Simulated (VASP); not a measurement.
# Cr (P6_3/mmc) in VASP: notebook, part 2 of 2

VASP 6.6.1. Earlier steps stand in the parts before.

**4. Relaxation of cell and atoms, PBEsol, collinear spin, typed start**

INCAR reads:

```
SYSTEM = Cr
  ALGO = Normal
  EDIFF = 1E-7
  EDIFFG = -0.04
  ENCUT = 600
  GGA = PS
  IBRION = 2
  ISIF = 3
  ISMEAR = 0
  ISPIN = 2
  LASPH = .True.
  LCHARG = .False.
  LMAXMIX = 4
  LORBIT = 11
  LREAL = .False.
  LWAVE = .False.
  MAGMOM = 1.29 1.29 0.25 0.25
  NELM = 150
  NSW = 90
  PREC = Accurate
  SIGMA = 0.1
```

KPOINTS reads:

```
k-points
0
Gamma
  9 9 2
  0 0 0
```

POSCAR reads:

```
Cr
1.0
    2.7166313329      0.0000000000      0.0000000000
   -1.3583156664      2.3526717470      0.0000000000
    0.0000000000      0.0000000000      8.7616722377
Cr
4
Direct
    0.0000000000      0.0000000000      0.0000000000
    0.0000000000      0.0000000000      0.5000000000
    0.3333333333      0.6666666667      0.7500000000
    0.6666666667      0.3333333333      0.2500000000
```

Potentials or basis: VASP PAW PBE potentials, release 64 (Cr_pv).

Run with:

```
$ cat potpaw_PBE.64/Cr_pv/POTCAR > POTCAR
$ mpirun -np 1 vasp_std > vasp.out
```

OUTCAR:

```text
SYSTEM = Cr
   EDIFF = 1E-7
   EDIFFG = -0.04
   ENCUT = 600
   GGA = PS
   IBRION = 2
   ISIF = 3
   ISMEAR = 0
   ISPIN = 2
   LASPH = .True.
   LORBIT = 11
   LREAL = .False.
   NELM = 150
   NSW = 90
   PREC = Accurate

 ion  position               nearest neighbor table
   1  0.000  0.000  0.000-   3 2.69   4 2.69   3 2.69   4 2.69   4 2.69   3 2.69
   2  0.000  0.000  0.500-   3 2.69   4 2.69   3 2.69   4 2.69   4 2.69   3 2.69
   3  0.333  0.667  0.750-   1 2.69   2 2.69   1 2.69   2 2.69   1 2.69   2 2.69
   4  0.667  0.333  0.250-   1 2.69   2 2.69   1 2.69   2 2.69   1 2.69   2 2.69

  LATTYP: Found a hexagonal cell.
 ALAT       =     2.7166313329
 C/A-ratio  =     3.2251973728

  Lattice vectors:

 A1 = (   2.7166313329,   0.0000000000,   0.0000000000)
 A2 = (  -1.3583156664,   2.3526717470,   0.0000000000)
 A3 = (   0.0000000000,   0.0000000000,   8.7616722377)

Analysis of symmetry for initial positions (statically):
=====================================================================
 Subroutine PRICEL returns:
 Original cell was already a primitive cell.

 Routine SETGRP: Setting up the symmetry group for a
 hexagonal supercell.

 Subroutine GETGRP returns: Found 24 space group operations
 (whereof 12 operations were pure point group operations)
 out of a pool of 24 trial point group operations.

The static configuration has the point symmetry D_3d.
 The point group associated with its full space group is D_6h.

Analysis of symmetry for dynamics (positions and initial velocities):
=====================================================================
 Subroutine PRICEL returns:
 Original cell was already a primitive cell.

 Routine SETGRP: Setting up the symmetry group for a
 hexagonal supercell.

 Subroutine GETGRP returns: Found 24 space group operations
 (whereof 12 operations were pure point group operations)
 out of a pool of 24 trial point group operations.

The dynamic configuration has the point symmetry D_3d.
 The point group associated with its full space group is D_6h.

Analysis of structural, dynamic, and magnetic symmetry:
=====================================================================
 Subroutine PRICEL returns:
[... 154 lines left out ...]

 number of electron      48.0000006 magnetization       3.0103769

 Free energy of the ion-electron system (eV)
  ---------------------------------------------------
  ext. energy  EPLUGINS =         0.00000000
  ---------------------------------------------------
  free energy    TOTEN  =       -37.97739668 eV

  energy without entropy =      -37.94139152  energy(sigma->0) =      -37.95939410

 E-fermi :   8.1870     XC(G=0): -12.7179

 val. band max:        8.1745300626   @ k =   0.0000   0.0000   0.0000
 cond. band min:       8.1877583452   @ k =   0.3333   0.0000   0.0000
 fundamental gap:      0.0132282826
 Fermi energy:         8.1870214479

 spin component 1

 k-point     1 :       0.0000    0.0000    0.0000
  band No.  band energies     occupation
      1     -35.1823      1.00000
      2     -35.0742      1.00000
      3     -34.9499      1.00000
      4     -34.9499      1.00000
      5     -34.9477      1.00000
      6     -34.9477      1.00000
[... 1685 lines left out ...]
  FREE ENERGIE OF THE ION-ELECTRON SYSTEM (eV)
  ---------------------------------------------------
  free  energy   TOTEN  =       -39.2405766097 eV

  energy  without entropy=      -39.2011618827  energy(sigma->0) =      -39.22086925

[... ionic steps 4 to 9 ...]

--------------------------------------- Ionic step       10  -------------------------------------------

 number of electron      48.0000008 magnetization       0.0000002

------------------------ aborting loop because EDIFF is reached ----------------------------------------
[... 75 lines left out ...]
 number of electron      48.0000014 magnetization      -0.0000001

 number of electron      48.0000014 magnetization       0.0000001

 Free energy of the ion-electron system (eV)
  ---------------------------------------------------
  ext. energy  EPLUGINS =         0.00000000
  ---------------------------------------------------
  free energy    TOTEN  =       -39.33995671 eV

  energy without entropy =      -39.30688348  energy(sigma->0) =      -39.32342010

 E-fermi :  10.8164     XC(G=0): -13.8749

 val. band max:       10.8125689122   @ k =   0.0000   0.0000   0.0000
 cond. band min:      10.8281095346   @ k =   0.4444   0.0000   0.5000
 fundamental gap:      0.0155406225
 Fermi energy:        10.8163881941

 spin component 1

 k-point     1 :       0.0000    0.0000    0.0000
  band No.  band energies     occupation
      1     -32.3739      1.00000
      2     -31.9858      1.00000
      3     -31.9603      1.00000
      4     -31.5564      1.00000
      5     -31.4384      1.00000
      6     -31.4384      1.00000
[... 1607 lines left out ...]
  FREE ENERGIE OF THE ION-ELECTRON SYSTEM (eV)
  ---------------------------------------------------
  free  energy   TOTEN  =       -39.3399567074 eV

  energy  without entropy=      -39.3068834845  energy(sigma->0) =      -39.32342010

 reached required accuracy - stopping structural energy minimisation

 total charge

# of ion       s       p       d       tot
------------------------------------------
    1        0.445   6.395   4.264  11.104
    2        0.445   6.395   4.264  11.104
    3        0.445   6.397   4.257  11.099
    4        0.445   6.397   4.257  11.099
--------------------------------------------------
tot          1.780  25.586  17.041  44.407

 magnetization (x)

# of ion       s       p       d       tot
------------------------------------------
    1        0.000   0.000  -0.000  -0.000
    2        0.000   0.000  -0.000  -0.000
    3       -0.000   0.000   0.000   0.000
    4       -0.000   0.000   0.000   0.000
--------------------------------------------------
tot          0.000   0.000  -0.000   0.000
```

Wall time 7.3 min (1 thread of Intel Xeon 6975P-C (Granite Rapids), shared host); peak memory 0.27 GiB.

Results:

| Quantity | Value |
| --- | --- |
| Free energy | -39.3400 eV |
| Relaxed volume | 11.43 Å³/atom |
| Relaxed cell | a = 2.470 Å, b = 2.470 Å, c = 8.654 Å, α = 90.00°, β = 90.00°, γ = 120.00° |
| Space group after relaxing (to 0.05 Å) | P6_3/mmc (No. 194) |
| Energy gained by relaxing | 340.6 meV/atom |
| Ionic steps | 12 |
| Pressure after relaxing | 0.1 GPa |
| Band gap on the k mesh | none (metal or under the smearing width) |
| Net moment | 0.00 μB per cell |
| Valence electrons inside the program's atomic spheres | Cr 11.10 |

Step by step:
| step | energy change (eV) | largest force (eV/Å) | pressure (GPa) | volume (Å³) |
| --- | --- | --- | --- | --- |
| 1 | 0.0000 | 0.0000 | -31.33 | 56.00 |
| 2 | 0.8299 | 0.0000 | 89.23 | 36.62 |
| 3 | -1.2632 | 0.0000 | -2.35 | 46.11 |
| 4 | -1.2662 | 0.0000 | -0.54 | 45.78 |
| 5 | -1.2662 | 0.0000 | 0.55 | 45.59 |
| 6 | -1.2938 | 0.0000 | 1.09 | 45.49 |
| 7 | -1.3537 | 0.0000 | 2.89 | 45.19 |
| 8 | -1.1165 | 0.0000 | 11.04 | 44.40 |
| 9 | -1.3559 | 0.0000 | 3.37 | 45.14 |
| 10 | -1.3581 | 0.0000 | -1.97 | 46.13 |
| 11 | -1.3623 | 0.0000 | 0.34 | 45.68 |
| 12 | -1.3626 | 0.0000 | 0.06 | 45.72 |

Final structure:
```xyz
4
Lattice="2.4700 0.0000 0.0000 -1.2350 2.1391 0.0000 0.0000 0.0000 8.6536" Properties=species:S:1:pos:R:3 pbc="T T T"
Cr    2.4700    0.0000    0.0000
Cr    2.4700    0.0000    4.3268
Cr    0.0000    1.4261    6.4902
Cr    1.2350    0.7130    2.1634
```

Caveat: the volume moved by over 15 % at a fixed basis, so the end points are rough; the PAW data sets were made with another functional, which shifts forces and pressure a little.

**5. The runs side by side**

| task | cell | cutoff (eV) | mesh quality | gap on the mesh (eV) | pressure (GPa) | moment (μB) |
| --- | --- | --- | --- | --- | --- | --- |
| single point | P6_3/mmc, 14.0 Å³/atom | 520 | not flagged | none | -31.2 | 3.01 |
| single point | P6_3/mmc, 11.46 Å³/atom | 520 | coarse | none | -0.5 | 0.00 |
| relaxation of cell and atoms | relaxed | 600 | not flagged | none | 0.1 | 0.00 |

Alike in all rows: level PBEsol; potentials or basis VASP PAW PBE potentials, release 64 (Cr_pv); spin collinear, typed start; k mesh 9 × 9 × 2; smearing gaussian 0.1 eV.

Caveats: some runs use coarse meshes; the PAW data sets were made with another functional, which shifts forces and pressure a little; a pressure of tens of GPa on the cell as given is suspect, and the run, the potentials or the cell itself is likely at fault (some runs); the volume moved by over 15 % at a fixed basis, so the end points are rough (some runs).

Total energies depend on the potentials used, so only differences within one code and one set of settings carry meaning.
